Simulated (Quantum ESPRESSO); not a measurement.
# Ge (Fmmm) in Quantum ESPRESSO: reference runs, part 2 of 2

Quantum ESPRESSO 7.5. The steps go on from the part before.

### Step 3. Single point, PBEsol (atoms moved at random, drawn with an rms of 0.05 Å)

The input, pw.in:

```
&CONTROL
  calculation = 'scf'
  prefix = 'pwscf'
  outdir = './tmp'
  pseudo_dir = './pseudo'
  tprnfor = .true.
  tstress = .true.
  disk_io = 'nowf'
/
&SYSTEM
  ibrav = 0
  nat = 4
  ntyp = 1
  ecutwfc = 45
  ecutrho = 360
  nbnd = 38
  occupations = 'smearing'
  smearing = 'fd'
  degauss = 0.00367493
/
&ELECTRONS
  conv_thr = 8d-10
  electron_maxstep = 120
  mixing_beta = 0.5
/
ATOMIC_SPECIES
Ge    72.6300 ge_pbesol_v1.4.uspp.F.UPF
CELL_PARAMETERS angstrom
   0.0000000000    2.8857400000    5.1156650000
   2.6304970000    0.0000000000    5.1156650000
   2.6304970000    2.8857400000    0.0000000000
ATOMIC_POSITIONS crystal
Ge     0.7327300000    0.2710040000    0.7234450000
Ge     0.2912110000    0.7162850000    0.2649330000
Ge     0.2228240000    0.2082770000    0.7845330000
Ge     0.7898500000    0.7744560000    0.2119070000
K_POINTS automatic
7 7 7 0 0 0
```

Potentials or basis: GBRV 1.5 PBEsol.

The run is started by

```sh
> OMP_NUM_THREADS=1 mpirun -n 2 pw.x -nk 2 -in pw.in > pw.out
```

pw.out:

```text
This program is part of the open-source Quantum ESPRESSO suite
     for quantum simulation of materials; please cite
         "P. Giannozzi et al., J. Phys.:Condens. Matter 21 395502 (2009);
         "P. Giannozzi et al., J. Phys.:Condens. Matter 29 465901 (2017);
         "P. Giannozzi et al., J. Chem. Phys. 152 154105 (2020);
     in publications or presentations arising from this work. More details at

     K-points division:     npool     =       2
     Subspace diagonalization in iterative solution of the eigenvalue problem:
     a serial algorithm will be used

     G-vector sticks info
     --------------------
     sticks:   dense  smooth     PW     G-vecs:    dense   smooth      PW
     Sum        2181    1089    325                60405    21351    3497

     Using Slab Decomposition

     bravais-lattice index     =            0
     lattice parameter (alat)  =      11.0992  a.u.
     unit-cell volume          =     524.1115 (a.u.)^3
     number of atoms/cell      =            4
     number of atomic types    =            1
     number of electrons       =        56.00
     number of Kohn-Sham states=           38
     kinetic-energy cutoff     =      45.0000  Ry
     charge density cutoff     =     360.0000  Ry
     scf convergence threshold =      8.0E-10
     mixing beta               =       0.5000
     number of iterations used =            8  plain     mixing
     Exchange-correlation= SLA  PW   PSX  PSC
                           (   1   4  10   8   0   0   0)

     celldm(1)=  11.099229  celldm(2)=   0.000000  celldm(3)=   0.000000
     celldm(4)=   0.000000  celldm(5)=   0.000000  celldm(6)=   0.000000

     crystal axes: (cart. coord. in units of alat)
               a(1) = (   0.000000   0.491319   0.870980 )
               a(2) = (   0.447862   0.000000   0.870980 )
               a(3) = (   0.447862   0.491319   0.000000 )

     reciprocal axes: (cart. coord. in units 2 pi/alat)
               b(1) = ( -1.116416  1.017670  0.574066 )
               b(2) = (  1.116416 -1.017670  0.574066 )
               b(3) = (  1.116416  1.017670 -0.574066 )

     PseudoPot. # 1 for Ge read from file:
     ge_pbesol_v1.4.uspp.F.UPF
     Pseudo is Ultrasoft + core correction, Zval = 14.0
     Generated by new atomic code, or converted to UPF format
     Using radial grid of  873 points,  6 beta functions with:
                l(1) =   0
                l(2) =   0
                l(3) =   1
                l(4) =   1
                l(5) =   2
                l(6) =   2
     Q(r) pseudized with  8 coefficients,  rinner =    1.400   1.400   1.400
                                                       1.400   1.400

     atomic species   valence    mass     pseudopotential
     Ge               14.00    72.63000     Ge( 1.00)

     No symmetry found

   Cartesian axes

     site n.     atom                  positions (alat units)
         1        Ge     tau(   1) = (   0.4453755   0.7154459   0.8742321  )
         2        Ge     tau(   2) = (   0.4394499   0.2732439   0.8775088  )
         3        Ge     tau(   3) = (   0.4446415   0.4949333   0.3754803  )
         4        Ge     tau(   4) = (   0.4417541   0.4921819   1.3624791  )

     number of k points=   172  Fermi-Dirac smearing, width (Ry)=  0.0037

     Number of k-points >= 100: set verbosity='high' to print them.

     Dense  grid:    60405 G-vectors     FFT dimensions: (  72,  72,  45)

     Smooth grid:    21351 G-vectors     FFT dimensions: (  48,  48,  32)

     Initial potential from superposition of free atoms

     starting charge      55.9968, renormalised to      56.0000
     Starting wfcs are   36 randomized atomic wfcs +    2 random wfcs

     Self-consistent Calculation

     iteration #  1     ecut=    45.00 Ry     beta= 0.50
     Davidson diagonalization with overlap
     ethr =  1.00E-02,  avg # of iterations =  4.0

     Threshold (ethr) on eigenvalues was too large:
     Diagonalizing with lowered threshold

     Davidson diagonalization with overlap
     ethr =  3.20E-05,  avg # of iterations =  5.6

     total energy              =    -852.70780039 Ry
     estimated scf accuracy    <       0.01851840 Ry

     iteration #  2     ecut=    45.00 Ry     beta= 0.50
     Davidson diagonalization with overlap
     ethr =  3.31E-05,  avg # of iterations =  1.6

     total energy              =    -852.70877720 Ry
     estimated scf accuracy    <       0.00373834 Ry

     iteration #  3     ecut=    45.00 Ry     beta= 0.50
     Davidson diagonalization with overlap
     ethr =  6.68E-06,  avg # of iterations =  2.1

     total energy              =    -852.70901523 Ry
     estimated scf accuracy    <       0.00158549 Ry

     iteration #  4     ecut=    45.00 Ry     beta= 0.50
     Davidson diagonalization with overlap
     ethr =  2.83E-06,  avg # of iterations =  2.4

     total energy              =    -852.70925195 Ry
     estimated scf accuracy    <       0.00008026 Ry

     iteration #  5     ecut=    45.00 Ry     beta= 0.50
     Davidson diagonalization with overlap
     ethr =  1.43E-07,  avg # of iterations =  1.9

     total energy              =    -852.70925899 Ry
     estimated scf accuracy    <       0.00000471 Ry

     iteration #  6     ecut=    45.00 Ry     beta= 0.50
     Davidson diagonalization with overlap
     ethr =  8.41E-09,  avg # of iterations =  2.0

     total energy              =    -852.70925992 Ry
     estimated scf accuracy    <       0.00000023 Ry

     iteration #  7     ecut=    45.00 Ry     beta= 0.50
     Davidson diagonalization with overlap
     ethr =  4.04E-10,  avg # of iterations =  2.0

     total energy              =    -852.70925995 Ry
     estimated scf accuracy    <          8.1E-09 Ry

     iteration #  8     ecut=    45.00 Ry     beta= 0.50
     Davidson diagonalization with overlap
     ethr =  1.45E-11,  avg # of iterations =  3.0

     End of self-consistent calculation

     Number of k-points >= 100: set verbosity='high' to print the bands.

     the Fermi energy is    10.1869 ev

!    total energy              =    -852.70925996 Ry
     estimated scf accuracy    <          7.3E-10 Ry
     smearing contrib. (-TS)   =      -0.00088040 Ry
     internal energy E=F+TS    =    -852.70837956 Ry

     The total energy is F=E-TS. E is the sum of the following terms:
     one-electron contribution =    -474.66829727 Ry
     hartree contribution      =     292.87168938 Ry
     xc contribution           =    -230.42657065 Ry
     ewald contribution        =    -440.48520102 Ry

     convergence has been achieved in   8 iterations

     Forces acting on atoms (cartesian axes, Ry/au):

     atom    1 type  1   force =    -0.00544015    0.00011961   -0.00290207
     atom    2 type  1   force =     0.00558337    0.00008943   -0.00391057
     atom    3 type  1   force =    -0.00211719   -0.00088729    0.00672705
     atom    4 type  1   force =     0.00197397    0.00067824    0.00008560

     Total force =     0.011806     Total SCF correction =     0.000079

     Computing stress (Cartesian axis) and pressure

          total   stress  (Ry/bohr**3)                   (kbar)     P=      -35.82
  -0.00029336  -0.00000063   0.00000193          -43.15       -0.09        0.28
  -0.00000063  -0.00020463  -0.00001044           -0.09      -30.10       -1.54
   0.00000193  -0.00001044  -0.00023249            0.28       -1.54      -34.20

=------------------------------------------------------------------------------=
   JOB DONE.
=------------------------------------------------------------------------------=
```

It took 2.4 min on 2 MPI ranks of Arm Neoverse V1, shared host; peak memory 0.58 GiB.

Results:

- Free energy: -11601.7005 eV
- Pressure: -3.6 GPa
- Largest force: 0.183 eV/Å
- Band gap on the k mesh: none (metal or under the smearing width)

Forces on the atoms (eV/Å):
```
Ge  -0.140  0.003 -0.075
Ge   0.144  0.002 -0.101
Ge  -0.054 -0.023  0.173
Ge   0.051  0.017  0.002
```

Stress tensor (GPa, compression positive):
```
-4.32 -0.01  0.03
-0.01 -3.01 -0.15
 0.03 -0.15 -3.42
```
